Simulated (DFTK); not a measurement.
# Au (Pm-3m) in DFTK: notebook

Aim: see how the results for Au move with the level of theory and the settings. Levels: LDA, PBEsol, r2SCAN, SCAN, BJ06. Tasks: band structure.

All numbers are computed with DFTK 0.8.2; they aren't measurements. Logs are shortened: lines on timing, memory, paths and dates and some standing lists are left out, and cuts for length are marked.

## (1) The structure

It takes space group Pm-3m (No. 221, cubic). Conventional cell: a = 2.748 Å, b = 2.748 Å, c = 2.748 Å, α = 90.00°, β = 90.00°, γ = 90.00°. Au (site symmetry m-3m) has 6 Au at 2.75 Å as nearest neighbours.

The cell was built by a generator and needn't be a form met in nature.

## (2) Band structure, LDA

run.jl reads:

```julia
using DFTK
using PseudoPotentialData
using Unitful, UnitfulAtomic
using LinearAlgebra, Printf
include("save.jl")
disable_threading()

# lattice vectors are the columns
lattice = austrip(1u"Å") * [       2.74841            0.0            0.0;
                      0.0        2.74841            0.0;
                      0.0            0.0        2.74841]
symbols   = [:Au]
positions = [[0.5, 0.5, 0.5]]
pseudopotentials = Dict(:Au => "Au.upf")
elements = Dict(s => ElementPsp(s, pseudopotentials; rcut=10.0) for s in unique(symbols))
atoms    = [elements[s] for s in symbols]

build_model(lattice, positions; symmetries=true) =
    model_DFT(lattice, atoms, positions;
              functionals=LDA(),
              temperature=austrip(0.05u"eV"),
              smearing=Smearing.FermiDirac(),
              symmetries)
Ecut  = 45.0  # hartree
kgrid = [10, 10, 10]
tol   = 1e-6
to_GPa = ustrip(uconvert(u"GPa", 1u"hartree/bohr^3"))

model = build_model(lattice, positions)
basis = PlaneWaveBasis(model; Ecut, kgrid)
display(basis)
scfres = self_consistent_field(basis;
                               tol,
                               nbandsalg=AdaptiveBands(model; n_bands_converge=14))
display(scfres.energies)
@printf "Fermi level: %.6f eV\n" ustrip(auconvert(u"eV", something(scfres.εF, NaN)))
forces = compute_forces_cart(scfres)
println("Forces (eV/Å)")
for (s, f) in zip(symbols, forces)
    @printf "%-3s %12.6f %12.6f %12.6f\n" s ustrip.(auconvert.(u"eV/Å", f))...
end
stress = compute_stresses_cart(scfres)
println("Stress (GPa)")
display(round.(stress * to_GPa; digits=4))
println("Levels at the first k-point (eV): ", round.(ustrip.(auconvert.(u"eV", scfres.eigenvalues[1][1:scfres.n_bands_converge])); digits=4))
save_scf!(scfres; forces, stress)

points = Dict("G" => [0.0, 0.0, 0.0], "M" => [0.5, 0.5, 0.0], "R" => [0.5, 0.5, 0.5], "X" => [0.0, 0.5, 0.0])
segments = [("G", "X", 6), ("X", "M", 6), ("M", "G", 8), ("G", "R", 10), ("R", "X", 8), ("M", "R", 6)]
kcoords = vcat([[points[a] + t * (points[b] - points[a]) for t in range(0, 1, n)] for (a, b, n) in segments]...)
bands = compute_bands(scfres, ExplicitKpoints(kcoords); n_bands=16, tol=1e-5)
for (k, ε) in zip(bands.basis.kpoints, bands.eigenvalues)
    @printf "%d %8.4f %8.4f %8.4f " k.spin k.coordinate...
    println(join([@sprintf("%9.4f", e) for e in ustrip.(auconvert.(u"eV", ε .- scfres.εF))]))
end
results["band_energies"] = rows(bands.eigenvalues); results["band_kpoints"] = rows(kcoords)
```

Potentials or basis: SG15 1.2 (PBE).

The run is started by

```
$ julia --threads=1 run.jl  # save.jl only writes the numbers to a file and isn't shown; printed stress counts tension as positive; times include loading and compiling
```

What it wrote:

```text
PlaneWaveBasis discretization:

    Ecut                 : 45.0 Ha
    fft_size             : (36, 36, 36), 46656 total points
    kgrid                : MonkhorstPack([10, 10, 10])
    num.   red. kpoints  : 1000
    num. irred. kpoints  : 56

    Discretized Model(lda_x+lda_c_pw, 3D):
        lattice (in Bohr)    : [5.19374   , 0         , 0         ]
                               [0         , 5.19374   , 0         ]
                               [0         , 0         , 5.19374   ]
        unit cell volume     : 140.1 Bohr³

        atoms                : Au
        atom potentials      : ElementPsp(:Au, "Au.upf")

        num. electrons       : 19
        spin polarization    : none
        temperature          : 0.0018375 Ha
        smearing             : DFTK.Smearing.FermiDirac()

        terms                : Kinetic()
                               AtomicLocal()
                               AtomicNonlocal()
                               Ewald(nothing)
                               PspCorrection()
                               Hartree()
                               Xc(lda_x, lda_c_pw)
                               Entropy()
n     Energy            log10(ΔE)   log10(Δρ)   Diag   Δtime
---   ---------------   ---------   ---------   ----   ------
  1   -137.2347202695                   -1.32    5.8    8.54s
  2   -137.2354695814       -3.13       -1.75    1.0    3.94s
  3   -137.2355521692       -4.08       -2.57    2.0    4.24s
  4   -137.2355579656       -5.24       -3.17    2.6    4.77s
  5   -137.2355583763       -6.39       -3.81    2.1    3.51s
  6   -137.2355583836       -8.14       -4.34    2.2    4.26s
  7   -137.2355583842       -9.19       -5.21    2.2    4.02s
  8   -137.2355583843      -10.22       -5.70    2.9    4.70s
  9   -137.2355583843      -11.17       -6.29    1.9    3.94s
Energy breakdown (in Ha):
    Kinetic             41.7128974
    AtomicLocal         -105.0617783
    AtomicNonlocal      1.1517841
    Ewald               -98.6056253
    PspCorrection       4.4236452
    Hartree             31.6483873
    Xc                  -12.5047069
    Entropy             -0.0001620

    total               -137.235558384283
Fermi level: 8.740374 eV
Forces (eV/Å)
Au      0.000000    -0.000000    -0.000000
Stress (GPa)
3×3 StaticArraysCore.SMatrix{3, 3, Float64, 9} with indices SOneTo(3)×SOneTo(3):
 9.998  0.0    0.0
 0.0    9.998  0.0
 0.0    0.0    9.998
Levels at the first k-point (eV): [-96.1993, -47.2595, -47.2595, -47.2595, 0.8745, 3.1926, 3.1926, 7.4574, 7.4574, 7.4574, 22.4731, 22.4731, 22.4731, 27.345]
1   0.0000   0.0000   0.0000 -104.9396 -55.9999 -55.9999 -55.9999  -7.8659  -5.5478  -5.5478  -1.2830  -1.2830  -1.2830  13.7327  13.7327  13.7327  18.6046  21.0665  21.0665
1   0.0000   0.1000   0.0000 -104.9388 -56.0197 -55.9984 -55.9984  -7.6276  -5.5113  -5.3561  -1.4431  -1.4431  -1.2701  11.9940  14.1264  14.1264  19.4004  20.2980  22.3098
1   0.0000   0.2000   0.0000 -104.9367 -56.0714 -55.9943 -55.9943  -7.0268  -5.4140  -4.7221  -1.8372  -1.8372  -1.2360   9.1054  15.1920  15.1920  18.8255  19.6479  25.6952
1   0.0000   0.3000   0.0000 -104.9341 -56.1348 -55.9894 -55.9894  -6.3638  -5.2904  -3.5179  -2.2826  -2.2826  -1.1935   6.2545  16.6497  16.6497  17.4726  19.3375  26.2694
1   0.0000   0.4000   0.0000 -104.9320 -56.1857 -55.9853 -55.9853  -5.8943  -5.1875  -2.6155  -2.6155  -1.8085  -1.1589   3.6646  16.5666  18.0990  18.0990  18.6779  25.1884
1   0.0000   0.5000   0.0000 -104.9312 -56.2051 -55.9838 -55.9838  -5.7256  -5.1475  -2.7371  -2.7371  -1.1456  -0.4902   2.0829  16.2502  18.3156  18.8049  18.8049  24.5297
[... 36 lines left out ...]
1   0.5000   0.5000   0.4000 -104.9153 -56.1679 -56.1679 -56.1474  -4.8644  -4.6292  -4.6292  -0.6797  -0.0651   7.6080   7.8092   7.8092  10.3183  13.7439  16.7009  16.9572
1   0.5000   0.5000   0.5000 -104.9145 -56.1661 -56.1661 -56.1661  -4.7936  -4.7936  -4.7936  -0.0561  -0.0561   8.2836   8.2836   8.2836  10.1451  11.9240  16.4809  16.4809
```

Wall time 2.1 min (1 thread of AMD EPYC 7R43 (Zen 3), shared host); peak memory 1.7 GiB.

Results:

| Item | Value |
| --- | --- |
| Free energy | -3734.3698 eV |
| Pressure | -10.0 GPa |
| Band gap on the k mesh | none (metal or under the smearing width) |

Levels at the corners of the path, in eV from the Fermi level:
```tsv
point	band 7	band 8	band 9	band 10	band 11	band 12
Γ	-5.55	-1.28	-1.28	-1.28	13.73	13.73
X	-2.74	-2.74	-1.15	-0.49	2.08	16.25
M	-2.48	-2.48	-0.15	3.75	3.75	6.29
Γ	-5.55	-1.28	-1.28	-1.28	13.73	13.73
R	-4.79	-0.06	-0.06	8.28	8.28	8.28
X	-2.74	-2.74	-1.15	-0.49	2.08	16.25
M	-2.48	-2.48	-0.15	3.75	3.75	6.29
R	-4.79	-0.06	-0.06	8.28	8.28	8.28
```

Caveat: the potentials were made for another functional, which shifts forces and pressure; spin-orbit coupling is left out, which moves the levels of the heavy elements.

## (3) Band structure, PBEsol

Changes to run.jl since step 2:

```diff
@@ -19,3 +19,3 @@
     model_DFT(lattice, atoms, positions;
-              functionals=LDA(),
+              functionals=PBEsol(),
               temperature=austrip(0.05u"eV"),
```

Potentials or basis: SG15 1.2 (PBE).

The run is started by

```
$ julia --threads=1 run.jl  # save.jl only writes the numbers to a file and isn't shown; printed stress counts tension as positive; times include loading and compiling
```

Run time: 2 min. Hardware: 1 thread of AMD EPYC 7R43 (Zen 3), shared host; peak memory 1.7 GiB.

It converged, with:

* Free energy: -3734.8228 eV
* Pressure: -6.4 GPa
* Band gap on the k mesh: none (metal or under the smearing width)

Levels at the corners of the path, in eV from the Fermi level:
| point | band 6 | band 7 | band 8 | band 9 | band 10 | band 11 | band 12 | band 13 |
| --- | --- | --- | --- | --- | --- | --- | --- | --- |
| Γ | -5.55 | -5.55 | -1.32 | -1.32 | -1.32 | 13.79 | 13.79 | 13.79 |
| X | -5.15 | -2.77 | -2.77 | -1.19 | -0.50 | 2.09 | 16.23 | 18.31 |
| M | -4.83 | -2.51 | -2.51 | -0.19 | 3.78 | 3.78 | 6.35 | 11.42 |
| Γ | -5.55 | -5.55 | -1.32 | -1.32 | -1.32 | 13.79 | 13.79 | 13.79 |
| R | -4.81 | -4.81 | -0.10 | -0.10 | 8.35 | 8.35 | 8.35 | 10.07 |
| X | -5.15 | -2.77 | -2.77 | -1.19 | -0.50 | 2.09 | 16.23 | 18.31 |
| M | -4.83 | -2.51 | -2.51 | -0.19 | 3.78 | 3.78 | 6.35 | 11.42 |
| R | -4.81 | -4.81 | -0.10 | -0.10 | 8.35 | 8.35 | 8.35 | 10.07 |

Caveat: the potentials were made for another functional, which shifts forces and pressure; spin-orbit coupling is left out, which moves the levels of the heavy elements.

## (4) Band structure, r2SCAN

Changes to run.jl since step 3:

```diff
@@ -19,3 +19,3 @@
     model_DFT(lattice, atoms, positions;
-              functionals=PBEsol(),
+              functionals=r2SCAN(),
               temperature=austrip(0.05u"eV"),
```

The run is started by

```
$ julia --threads=1 run.jl  # save.jl only writes the numbers to a file and isn't shown; printed stress counts tension as positive; times include loading and compiling
```

It took 6.2 min on 1 thread of AMD EPYC 7R43 (Zen 3), shared host; peak memory 1.8 GiB.

Results (log left out):

```
Free energy            : -3737.7717 eV
Pressure               : -3.9 GPa
Band gap on the k mesh : none (metal or under the smearing width)
```

Levels at the corners of the path, in eV from the Fermi level:
```
point  band 7  band 8  band 9  band 10  band 11  band 12
    Γ   -5.84   -1.56   -1.56    -1.56    14.38    14.38
    X   -3.03   -3.03   -1.42    -0.26     2.07    17.07
    M   -2.77   -2.77   -0.32     4.08     4.08     6.46
    Γ   -5.84   -1.56   -1.56    -1.56    14.38    14.38
    R   -5.09   -0.23   -0.23     8.73     8.73     8.73
    X   -3.03   -3.03   -1.42    -0.26     2.07    17.07
    M   -2.77   -2.77   -0.32     4.08     4.08     6.46
    R   -5.09   -0.23   -0.23     8.73     8.73     8.73
```

Caveat: the potentials were made for another functional, which shifts forces and pressure; spin-orbit coupling is left out, which moves the levels of the heavy elements.

## (5) Band structure, SCAN

Changes to run.jl since step 4:

```diff
@@ -19,3 +19,3 @@
     model_DFT(lattice, atoms, positions;
-              functionals=r2SCAN(),
+              functionals=SCAN(),
               temperature=austrip(0.05u"eV"),
```

The run is started by

```
$ julia --threads=1 run.jl  # save.jl only writes the numbers to a file and isn't shown; printed stress counts tension as positive; times include loading and compiling
```

Run time: 6.6 min. Hardware: 1 thread of AMD EPYC 7R43 (Zen 3), shared host; peak memory 1.8 GiB.

Results (log left out):

- Free energy: -3736.8560 eV
- Pressure: -5.3 GPa
- Band gap on the k mesh: none (metal or under the smearing width)

Levels at the corners of the path, in eV from the Fermi level:
```tsv
point	band 7	band 8	band 9	band 10	band 11	band 12
Γ	-5.80	-1.50	-1.50	-1.50	14.31	14.31
X	-2.98	-2.98	-1.36	-0.28	2.14	17.16
M	-2.72	-2.72	-0.18	3.97	3.97	6.47
Γ	-5.80	-1.50	-1.50	-1.50	14.31	14.31
R	-5.05	-0.08	-0.08	8.52	8.52	8.52
X	-2.98	-2.98	-1.36	-0.28	2.14	17.16
M	-2.72	-2.72	-0.18	3.97	3.97	6.47
R	-5.05	-0.08	-0.08	8.52	8.52	8.52
```

Caveat: the potentials were made for another functional, which shifts forces and pressure; spin-orbit coupling is left out, which moves the levels of the heavy elements.

## (6) Band structure, BJ06

Changes to run.jl since step 5:

```diff
@@ -19,3 +19,3 @@
     model_DFT(lattice, atoms, positions;
-              functionals=SCAN(),
+              functionals=[:mgga_x_tb09, :lda_c_pw],
               temperature=austrip(0.05u"eV"),
@@ -36,12 +36,4 @@
 @printf "Fermi level: %.6f eV\n" ustrip(auconvert(u"eV", something(scfres.εF, NaN)))
-forces = compute_forces_cart(scfres)
-println("Forces (eV/Å)")
-for (s, f) in zip(symbols, forces)
-    @printf "%-3s %12.6f %12.6f %12.6f\n" s ustrip.(auconvert.(u"eV/Å", f))...
-end
-stress = compute_stresses_cart(scfres)
-println("Stress (GPa)")
-display(round.(stress * to_GPa; digits=4))
 println("Levels at the first k-point (eV): ", round.(ustrip.(auconvert.(u"eV", scfres.eigenvalues[1][1:scfres.n_bands_converge])); digits=4))
-save_scf!(scfres; forces, stress)
+save_scf!(scfres)
```

Potentials or basis: SG15 1.2 (PBE).

The run is started by

```
$ julia --threads=1 run.jl  # save.jl only writes the numbers to a file and isn't shown; printed stress counts tension as positive; times include loading and compiling
```

It took 3.2 min on 1 thread of AMD EPYC 7R43 (Zen 3), shared host; peak memory 1.6 GiB.

Results (log left out):

- Band gap on the k mesh: none (metal or under the smearing width)

Levels at the corners of the path, in eV from the Fermi level:
| point | band 6 | band 7 | band 8 | band 9 | band 10 | band 11 | band 12 | band 13 |
| --- | --- | --- | --- | --- | --- | --- | --- | --- |
| Γ | -5.65 | -5.65 | -1.62 | -1.62 | -1.62 | 13.85 | 13.85 | 13.85 |
| X | -5.26 | -3.02 | -3.02 | -1.48 | -0.33 | 2.00 | 16.39 | 18.50 |
| M | -4.91 | -2.78 | -2.78 | -0.38 | 3.91 | 3.91 | 6.35 | 11.51 |
| Γ | -5.65 | -5.65 | -1.62 | -1.62 | -1.62 | 13.85 | 13.85 | 13.85 |
| R | -5.00 | -5.00 | -0.29 | -0.29 | 8.47 | 8.47 | 8.47 | 10.27 |
| X | -5.26 | -3.02 | -3.02 | -1.48 | -0.33 | 2.00 | 16.39 | 18.50 |
| M | -4.91 | -2.78 | -2.78 | -0.38 | 3.91 | 3.91 | 6.35 | 11.51 |
| R | -5.00 | -5.00 | -0.29 | -0.29 | 8.47 | 8.47 | 8.47 | 10.27 |

Caveat: the program leaves the constant c of mgga_x_tb09 at 1, so the potential is Becke-Johnson's (BJ06) and not Tran and Blaha's, with levels but no total energy; the potentials were made for another functional, which shifts forces and pressure; spin-orbit coupling is left out, which moves the levels of the heavy elements.

## (7) Overview

```tsv
level	gap on the mesh (eV)	pressure (GPa)
LDA	none	-10.0
PBEsol	none	-6.4
r2SCAN	none	-3.9
SCAN	none	-5.3
BJ06	none	-
```

Alike in all rows: task band structure; potentials or basis SG15 1.2 (PBE); no spin polarisation; cell as given; k mesh 10 × 10 × 10; cutoff (eV) 1225; smearing fermi-dirac 0.05 eV.

Every run on the cell as given and a fine mesh finds a metal. The pressure there spans -10.0 GPa (LDA) to -3.9 GPa (r2SCAN); a positive pressure means that this level wants a larger cell, a negative one a smaller.

Caveats: the potentials were made for another functional, which shifts forces and pressure; spin-orbit coupling is left out, which moves the levels of the heavy elements; the program leaves the constant c of mgga_x_tb09 at 1, so the potential is Becke-Johnson's (BJ06) and not Tran and Blaha's, with levels but no total energy (some runs).

Total energies depend on the potentials used, so only differences within one code and one set of settings carry meaning.
